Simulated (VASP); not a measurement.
# W2C (P-3m1) in VASP: notebook

The runs below take W2C through single point, with PBEsol, HSE06.

Everything below comes from runs of VASP 6.6.1. Logs are shortened: lines on timing, memory, paths and dates and some standing lists are left out, and cuts for length are marked.

### 1 Starting point

Symmetry: P-3m1, No. 164, trigonal system. Conventional cell: a = 3.070 Å, b = 3.070 Å, c = 4.678 Å, α = 90.00°, β = 90.00°, γ = 120.00°. Around W (site symmetry 3m) lie 3 C at 2.13 Å. C (site symmetry -3m) has 6 W at 2.13 Å as nearest neighbours.

The cell comes from a database or a generator and needn't be the stable form of this composition.

### 2 Single point, PBEsol

INCAR reads:

```
SYSTEM = W2C
PREC = Accurate ; ENCUT = 520
EDIFF = 1E-6 ; ISMEAR = -1
SIGMA = 0.05 ; LREAL = .False.
LASPH = .True. ; NELM = 100
ALGO = Fast ; ISIF = 2
LWAVE = .False. ; LCHARG = .False.
GGA = PS ; NBANDS = 23
```

KPOINTS reads:

```
Automatic mesh
0
Gamma
  10 10 6
  0 0 0
```

POSCAR reads:

```
W2C
1.0
    3.0700456420      0.0000000000      0.0000000000
   -1.5350228210      2.6587375167      0.0000000000
    0.0000000000      0.0000000000      4.6784280000
W C
2 1
Direct
    0.6666666667      0.3333333333      0.2536690000
    0.3333333333      0.6666666667      0.7463310000
    0.0000000000      0.0000000000      0.0000000000
```

Potentials or basis: VASP PAW PBE potentials, release 64 (W_sv, C).

Run with:

```bash
$ cat potpaw_PBE.64/W_sv/POTCAR potpaw_PBE.64/C/POTCAR > POTCAR
$ mpirun -np 1 vasp_std > vasp.out
```

OUTCAR:

```text
SYSTEM = W2C
   PREC = Accurate
   ENCUT = 520
   EDIFF = 1E-6
   ISMEAR = -1
   LREAL = .False.
   LASPH = .True.
   NELM = 100
   ISIF = 2
   GGA = PS

 ion  position               nearest neighbor table
   1  0.667  0.333  0.254-   3 2.13   3 2.13   3 2.13   2 2.91   2 2.91   2 2.91   2 2.96   2 2.96
                             2 2.96
   2  0.333  0.667  0.746-   3 2.13   3 2.13   3 2.13   1 2.91   1 2.91   1 2.91   1 2.96   1 2.96
                             1 2.96
   3  0.000  0.000  0.000-   1 2.13   2 2.13   2 2.13   1 2.13   1 2.13   2 2.13

  LATTYP: Found a hexagonal cell.
 ALAT       =     3.0700456420
 C/A-ratio  =     1.5238952594

  Lattice vectors:

 A1 = (   3.0700456420,   0.0000000000,   0.0000000000)
 A2 = (  -1.5350228210,   2.6587375167,   0.0000000000)
 A3 = (   0.0000000000,   0.0000000000,   4.6784280000)

Analysis of symmetry for initial positions (statically):
=====================================================================
 Subroutine PRICEL returns:
 Original cell was already a primitive cell.

 Routine SETGRP: Setting up the symmetry group for a
 hexagonal supercell.

 Subroutine GETGRP returns: Found 12 space group operations
 (whereof 12 operations were pure point group operations)
 out of a pool of 24 trial point group operations.

The static configuration has the point symmetry D_3d.

Analysis of symmetry for dynamics (positions and initial velocities):
=====================================================================
 Subroutine PRICEL returns:
 Original cell was already a primitive cell.

 Routine SETGRP: Setting up the symmetry group for a
 hexagonal supercell.

 Subroutine GETGRP returns: Found 12 space group operations
 (whereof 12 operations were pure point group operations)
 out of a pool of 24 trial point group operations.

The dynamic configuration has the point symmetry D_3d.

 Subroutine INISYM returns: Found 12 space group operations
 (whereof 12 operations are pure point group operations),
 and found     1 'primitive' translations

----------------------------------------------------------------------------------------

                                     Primitive cell

  volume of cell :      38.1874

  direct lattice vectors                    reciprocal lattice vectors
     3.070045642  0.000000000  0.000000000     0.325728056  0.188059181  0.000000000
    -1.535022821  2.658737517  0.000000000     0.000000000  0.376118362  0.000000000
     0.000000000  0.000000000  4.678428000     0.000000000  0.000000000  0.213747011

  length of vectors
     3.070045642  3.070045642  4.678428000     0.376118362  0.376118362  0.213747011

  position of ions in fractional coordinates (direct lattice)
     0.666666667  0.333333333  0.253669000
     0.333333333  0.666666667  0.746331000
     0.000000000  0.000000000  0.000000000

  ion indices of the primitive-cell ions
   primitive index   ion index
                 1           1
                 2           2
                 3           3

----------------------------------------------------------------------------------------

 KPOINTS: Automatic mesh

Automatic generation of k-mesh.
 Grid dimensions read from file:
 generate k-points for:   10   10    6

 Generating k-lattice:

  Cartesian coordinates                     Fractional coordinates (reciprocal lattice)
     0.032572806  0.018805918  0.000000000     0.100000000 -0.000000000  0.000000000
     0.000000000  0.037611836  0.000000000     0.000000000  0.100000000  0.000000000
     0.000000000  0.000000000  0.035624502     0.000000000  0.000000000  0.166666667

  Length of vectors
     0.037611836  0.037611836  0.035624502

  Shift w.r.t. Gamma in fractional coordinates (k-lattice)
     0.000000000  0.000000000  0.000000000

 Subroutine IBZKPT returns following result:
 ===========================================

 Found     72 irreducible k-points:

 Following reciprocal coordinates:
            Coordinates               Weight
  0.000000  0.000000  0.000000      1.000000
  0.100000  0.000000  0.000000      6.000000
  0.200000  0.000000  0.000000      6.000000
  0.300000  0.000000  0.000000      6.000000
  0.400000  0.000000  0.000000      6.000000
  0.500000  0.000000  0.000000      3.000000
[... 16 lines left out ...]
  0.000000  0.400000  0.166667      6.000000
  0.500000  0.000000  0.166667      6.000000
 [... further k-points ...]
   k-points           NKPTS =     72   k-points in BZ     NKDIM =     72   number of bands    NBANDS=     23
   number of dos      NEDOS =    301   number of ions     NIONS =      3
   total plane-waves  NPLWV =  20736
   dimension x,y,z NGX =    24 NGY =   24 NGZ =   36
   dimension x,y,z NGXF=    48 NGYF=   48 NGZF=   72
   ions per type =               2   1
   NGX,Y,Z   is equivalent  to a cutoff of  13.00, 13.00, 12.79 a.u.
   NGXF,Y,Z  is equivalent  to a cutoff of  25.99, 25.99, 25.58 a.u.
 SYSTEM =  W2C
   PREC   = accura    normal or accurate (medium, high low for compatibility)
   ISTART =      0    job   : 0-new  1-cont  2-samecut
   ICHARG =      2    charge: 1-file 2-atom 10-const
   ISPIN  =      1    spin polarized calculation?
   LNONCOLLINEAR =      F non collinear calculations
   LSORBIT =      F    spin-orbit coupling
   LASPH  =      T    aspherical Exc in radial PAW
   ENCUT  =  520.0 eV  38.22 Ry    6.18 a.u.   5.71  5.71  8.70*2*pi/ulx,y,z
   NELM   =    100;   NELMIN=  2; NELMDL= -5     # of ELM steps
   EDIFF  = 0.1E-05   stopping-criterion for ELM
   LREAL  =      F    real-space projection
   EDIFFG = 0.1E-04   stopping-criterion for IOM
   NSW    =      0    number of steps for IOM
   IBRION =     -1    ionic relax: 0-MD 1-quasi-New 2-CG
   NFREE  =      0    steps in history (QN), initial steepest desc. (CG)
   ISIF   =      2    stress and relaxation
   ISYM   =      2    0-nonsym 1-usesym 2-fastsym
   POTIM  = 0.5000    time-step for ionic-motion
   TEBEG  =    0.0;   TEEND  =   0.0 temperature during run
   PSTRESS=    0.0 pullay stress
   NELECT =      32.0000    total number of electrons
   NUPDOWN=      -1.0000    fix difference up-down
   EMIN   =  10.00;   EMAX   =-10.00  energy-range for DOS
   EFERMI =   0.00;   METHOD = LEGACY
   ISMEAR =    -1;   SIGMA  =   0.05  broadening in eV -4-tet -1-fermi 0-gaus
   EFERMI_NEDOS =   21; number of points for ismear=-14 and -15
   IALGO  =     68    algorithm
   IMIX   =      4    mixing-type and parameters
     AMIX     =   0.40;   BMIX     =  1.00
     AMIX_MAG =   1.60;   BMIX_MAG =  1.00
  volume/ion in A,a.u.               =      12.73        85.90
  Fermi-wavevector in a.u.,A,eV,Ry     =   1.543422  2.916645 32.411147  2.382152
  Thomas-Fermi vector in A             =   2.649087
   LORBIT       =      0    0 simple, 1 ext, 2 COOP (PROOUT), +10 PAW based schemes
   GGA     = PS    functional components
   LHFCALC =     F    Hartree Fock is set to
   AEXX    =    0.0000 exact exchange contribution
   IVDW    =     0    specifies the selected vdW correction
   LEPSILON=     F    determine dielectric tensor
   LRPA    =     F    only Hartree local field effects (RPA)
 non-spin polarized calculation
 RMM-DIIS sequential band-by-band and
  energy-cutoff  :      520.00
  volume of cell :       38.19
 maximum number of plane-waves:      1046
 NGX is ok and might be reduce to    24
   NGX = 11   NGY = 11   NGZ = 17

 number of electron      32.0000002 magnetization

 Free energy of the ion-electron system (eV)
  ---------------------------------------------------
  ext. energy  EPLUGINS =         0.00000000
  ---------------------------------------------------
  free energy    TOTEN  =       -37.23910910 eV

  energy without entropy =      -37.22066746  energy(sigma->0) =      -37.22988828

 E-fermi :  11.3294     XC(G=0): -13.5768

 val. band max:       11.3162749340   @ k =   0.1000   0.1000   0.1667
 cond. band min:      11.3421730134   @ k =   0.5000   0.0000   0.3333
 fundamental gap:      0.0258980794
 Fermi energy:        11.3294207447

 k-point     1 :       0.0000    0.0000    0.0000
  band No.  band energies     occupation
      1     -63.4067      2.00000
      2     -63.3309      2.00000
      3     -28.0751      2.00000
      4     -27.4718      2.00000
      5     -27.4718      2.00000
      6     -27.3364      2.00000
[... 15 lines left out ...]
     22      18.1400      0.00000
     23      18.8001      0.00000

 k-point     2 :       0.1000    0.0000    0.0000
  band No.  band energies     occupation
      1     -63.4024      2.00000
      2     -63.3298      2.00000
      3     -28.0498      2.00000
      4     -27.5190      2.00000
      5     -27.4901      2.00000
      6     -27.3830      2.00000
[... 15 lines left out ...]
     22      18.0037      0.00000
     23      18.6491      0.00000

 k-point     3 :       0.2000    0.0000    0.0000
  band No.  band energies     occupation
      1     -63.3908      2.00000
      2     -63.3276      2.00000
      3     -27.9789      2.00000
      4     -27.6422      2.00000
      5     -27.5349      2.00000
      6     -27.5019      2.00000
[... 15 lines left out ...]
     22      17.3711      0.00000
     23      18.1214      0.00000

 k-point     4 :       0.3000    0.0000    0.0000
  band No.  band energies     occupation
      1     -63.3751      2.00000
      2     -63.3260      2.00000
      3     -27.8780      2.00000
      4     -27.7924      2.00000
      5     -27.6425      2.00000
      6     -27.5864      2.00000
[... 15 lines left out ...]
     22      17.1241      0.00000
     23      17.1745      0.00000

 k-point     5 :       0.4000    0.0000    0.0000
  band No.  band energies     occupation
      1     -63.3604      2.00000
      2     -63.3268      2.00000
      3     -27.9186      2.00000
      4     -27.7671      2.00000
      5     -27.7508      2.00000
      6     -27.6260      2.00000
[... 434 lines left out ...]
 k-point    22 :       0.4000    0.0000    0.1667
  band No.  band energies     occupation
      1     -63.3581      2.00000
      2     -63.3290      2.00000
      3     -27.9795      2.00000
      4     -27.7979      2.00000
      5     -27.6643      2.00000
      6     -27.6088      2.00000
[... 15 lines left out ...]
     22      17.3048      0.00000
     23      18.8534      0.00000

 k-point    23 :       0.0000    0.4000    0.1667
  band No.  band energies     occupation
      1     -63.3581      2.00000
      2     -63.3290      2.00000
      3     -27.9572      2.00000
      4     -27.8201      2.00000
      5     -27.6750      2.00000
      6     -27.6117      2.00000
[... 15 lines left out ...]
     22      16.1402      0.00000
     23      17.7260      0.00000

 k-point    24 :       0.5000    0.0000    0.1667
  band No.  band energies     occupation
      1     -63.3519      2.00000
      2     -63.3300      2.00000
      3     -28.0042      2.00000
      4     -27.8460      2.00000
      5     -27.6380      2.00000
      6     -27.6244      2.00000
[... 15 lines left out ...]
     22      16.3311      0.00000
     23      18.1702      0.00000

 [... further k-points ...]
[... 5 lines left out ...]
  --------------------------------------------------------------------------------------
  -------------------------------------------------------------------------------------
  Total       -2.2763773     -2.2763773     -2.0443688      0.0000000      0.0000000      0.0000000
  in kB      -95.5068618    -95.5068618    -85.7727990      0.0000000      0.0000000      0.0000000
  external PRESSURE =     -92.2621742 kB  Pullay stress =       0.0000000 kB

 VOLUME and BASIS-vectors are now :
 -----------------------------------------------------------------------------
  energy-cutoff  :      520.00
  volume of cell :       38.19
      direct lattice vectors                 reciprocal lattice vectors
     3.070045642  0.000000000  0.000000000     0.325728056  0.188059181  0.000000000
    -1.535022821  2.658737517  0.000000000     0.000000000  0.376118362  0.000000000
     0.000000000  0.000000000  4.678428000     0.000000000  0.000000000  0.213747011

 POSITION                                       TOTAL-FORCE (eV/Angst)
 -----------------------------------------------------------------------------------
      1.53502      0.88625      1.18677         0.000000     -0.000000     -0.117180
     -0.00000      1.77249      3.49166        -0.000000      0.000000      0.117180
      0.00000      0.00000      0.00000         0.000000      0.000000      0.000000
 -----------------------------------------------------------------------------------
    total drift:                                0.000000     -0.000000     -0.000000

  FREE ENERGIE OF THE ION-ELECTRON SYSTEM (eV)
  ---------------------------------------------------
  free  energy   TOTEN  =       -37.2391091009 eV

  energy  without entropy=      -37.2206674601  energy(sigma->0) =      -37.22988828
```

Wall time 68 s (1 thread of AMD EPYC 7R43 (Zen 3), shared host); peak memory 0.15 GiB.

What came out:

```
Free energy            : -37.2391 eV
Pressure               : -9.2 GPa
Largest force          : 0.117 eV/Å
Band gap on the k mesh : none (metal or under the smearing width)
```

Forces in eV/Å, atoms in the order of the input:
```
W    0.000  0.000 -0.117
W    0.000  0.000  0.117
C    0.000  0.000  0.000
```

Levels at points of the mesh, in eV from the Fermi level:
```
           k point  band 12  band 13  band 14  band 15  band 16  band 17  band 18  band 19  band 20  band 21
(0.00, 0.00, 0.00)    -5.38    -3.91    -1.46    -1.33    -1.33    -1.05    -1.05     0.59     0.59     1.61
(0.50, 0.00, 0.00)    -5.72    -5.41    -3.39    -1.72     1.42     2.29     2.61     3.06     3.22     3.54
(0.00, 0.00, 0.50)    -5.70    -3.22    -2.77    -2.27    -2.27     1.06     1.06     1.67     1.67     3.36
(0.50, 0.00, 0.50)    -5.24    -4.08    -2.60    -2.42    -0.45     0.31     2.05     2.61     2.87     3.21
```

Caveat: the PAW data sets were made with another functional, which shifts forces and pressure a little. Spin-orbit coupling is left out, which matters for the levels of W.

[end of part 1 of 2]
